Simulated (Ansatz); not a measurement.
## How CoO answers to pressure

```
Co O
1.0
     0.00000    2.13150    2.13150
     2.13150    0.00000    2.13150
     2.13150    2.13150    0.00000
Co O
1 1
Direct
  0.00000 0.00000 0.00000
  0.50000 0.50000 0.50000
```

The cell is COD entry 1533087, as deposited and not checked against the literature; nothing was relaxed.

Semilocal functionals without U often leave such compounds metallic or with too small a gap, and the real magnetic order may differ.

Other magnetic orders may lie lower; this is the state that the run reached.

All numbers below come from DFT, PBE, all-electron LAPW, scalar-relativistic (Ansatz 0.2.0).

The runs use a Γ-centred 15×15×15 k mesh, Fermi–Dirac smearing of 0.05 eV, basis error target 0.5 meV/atom, spin-polarised from start moments Co1 2 μB.

The cell is scaled evenly with fractional coordinates held.

| V/V(cell) | P (GPa) | cell moment (μB) |
| --- | --- | --- |
| 0.9800 | 1.57 | 2.888 |
| 1.0000 | -1.82 | 2.937 |
| 1.0200 | -5.01 | 2.966 |
| 1.0600 | -9.01 | 2.985 |

Question: From the rows at 0.9800 and 1.0200, what is the bulk modulus at the cell's volume?

Answer: B = −ΔP/Δln V = −[(-5.01) − (1.57)]/0.04001 = 164.5 GPa.

In a magnetic metal the moment, and with it the modulus, depend on the k mesh by some per cent, and the slopes vary along the table.

Question: How does the moment scale with volume?

Answer: dln M/dln V = ln(2.966/2.888)/0.04001 = 0.7: expansion raises it.

Question: Predict the row at V/V(cell) = 0.9405. How far is a linear estimate of P off?

Answer: P = 8.46 GPa, moment 2.697 μB. The linear estimate P(cell) − B ln(V/V(cell)) = 8.27 GPa misses by 0.19 GPa, since the modulus grows under compression.
